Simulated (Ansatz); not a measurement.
**ZrS2: band gap under strain**

Aim: follow the gap of ZrS2 (CdI2 type) through these states: +2.0 % biaxial strain in x and y, free along z; +3.0 % biaxial strain in x and y, free along z; +4.0 % biaxial strain in x and y, free along z. The table at the end shows which levels were run.

Program: Ansatz 0.2.0. PAW datasets, plane waves. Computed at 0 K without zero-point motion; spin polarisation is off.

### Step 1. The system as given

The unstrained cell was relaxed with r2SCAN+rVV10; in each strained cell the atoms were relaxed again with r2SCAN+rVV10. Names of k-points are those of the unstrained zone, where strain can split equivalent points. First state: +2.0 % biaxial strain in x and y, free along z.

Space group P-3m1 (No. 164), trigonal; conventional cell a = 3.748 Å, c = 5.798 Å, 23.51 Å³ an atom. Zr has 6 S at 2.58 Å; S has 3 Zr at 2.58 Å.

Structure file:

```
Zr S
1.0
     3.74789    0.00000    0.00000
    -1.87394    3.24577    0.00000
     0.00000    0.00000    5.79829
Zr S
1 2
Direct
  0.00000 0.00000 0.00000
  0.33333 0.66667 0.24280
  0.66667 0.33333 0.75720
```

From earlier runs on the unstrained cell: PBE 0.88 eV, r2SCAN 1.19 eV, HSE06 1.67 eV, r2SCAN+SOC 1.18 eV, G0W0 1.76 eV (on its mesh); a = 3.674 Å, c = 5.857 Å.

### Step 2. +2.0 % biaxial strain in x and y, free along z: PBE

input.yaml reads:

```yaml
crystal:
  lattice:
    - [3.7478870667, 0.0, 0.0]
    - [-1.8739435333, 3.2457654103, 0.0]
    - [0.0, 0.0, 5.7982877114]
  atoms:
    - { symbol: Zr, position: [0.0, 0.0, 0.0] }
    - { symbol: S, position: [0.3333333333, 0.6666666667, 0.2427972949] }
    - { symbol: S, position: [0.6666666667, 0.3333333333, 0.7572027051] }
kpoints:
  mp_grid: { grid: [12, 12, 4] }
  band_path:
    path:
      - [0.0, 0.0, 0.0]
      - [0.5, 0.0, 0.0]
      - [0.3333333333, 0.3333333333, 0.0]
      - [0.0, 0.0, 0.5]
      - [0.5, 0.0, 0.5]
      - [0.3333333333, 0.3333333333, 0.5]
      - [-0.067708, 0.03125, 0.0]
      - [0.0, 0.5, 0.5]
    npoints: 1
hamiltonian:
  xc: pbe
scf:
  occupations: { method: fermi_dirac, width: 0.02 }
  n_extra_bands: 4
output:
  forces: true
  stress: true
  eigenvalues: true
```

Launch:

```
> ansatz run input.yaml --threads 2 --pin off --max-ram 20275MiB --backend cpu --events-out ev --progress --plain --runs-dir out
```

The runs that follow: +2.0 % biaxial strain in x and y, free along z: r2SCAN; +2.0 % biaxial strain in x and y, free along z: HSE06; +2.0 % biaxial strain in x and y, free along z: r2SCAN+SOC; +2.0 % biaxial strain in x and y, free along z: r2SCAN; +2.0 % biaxial strain in x and y, free along z: G0W0@PBE; +3.0 % biaxial strain in x and y, free along z: PBE; +3.0 % biaxial strain in x and y, free along z: r2SCAN; +3.0 % biaxial strain in x and y, free along z: HSE06; +3.0 % biaxial strain in x and y, free along z: r2SCAN+SOC; +3.0 % biaxial strain in x and y, free along z: r2SCAN; +3.0 % biaxial strain in x and y, free along z: G0W0@PBE; +4.0 % biaxial strain in x and y, free along z: PBE; +4.0 % biaxial strain in x and y, free along z: r2SCAN; +4.0 % biaxial strain in x and y, free along z: HSE06; +4.0 % biaxial strain in x and y, free along z: r2SCAN+SOC; +4.0 % biaxial strain in x and y, free along z: r2SCAN; +4.0 % biaxial strain in x and y, free along z: G0W0@PBE.

What does the calculation give?

As calculated:

Least gap in eV (negative: overlap), with the change from the unstrained cell in brackets. G0W0 is on its own coarse mesh.

| state | volume change (%) | PBE | r2SCAN | HSE06 | G0W0 |
| --- | --- | --- | --- | --- | --- |
| +2.0 % biaxial strain in x and y, free along z | +3.0 | 0.97 (+0.09) | 1.27 (+0.08) | 1.77 (+0.10) | 1.87 (+0.11) |
| +3.0 % biaxial strain in x and y, free along z | +4.5 | 1.01 (+0.13) | 1.31 (+0.12) | 1.82 (+0.15) | 1.92 (+0.16) |
| +4.0 % biaxial strain in x and y, free along z | +6.0 | 1.04 (+0.16) | 1.34 (+0.15) | 1.86 (+0.19) | 1.97 (+0.21) |

What this shows: The largest move of the HSE06 gap in the table is +0.198 eV, under +4.0 % biaxial strain in x and y, free along z. PBE and HSE06 differ by 0.79 eV on the unstrained gap, and by at most 0.03 eV on its change: PBE follows the response to strain far better than the gap itself. No extrapolation in bands, cutoff or mesh was made for G0W0.
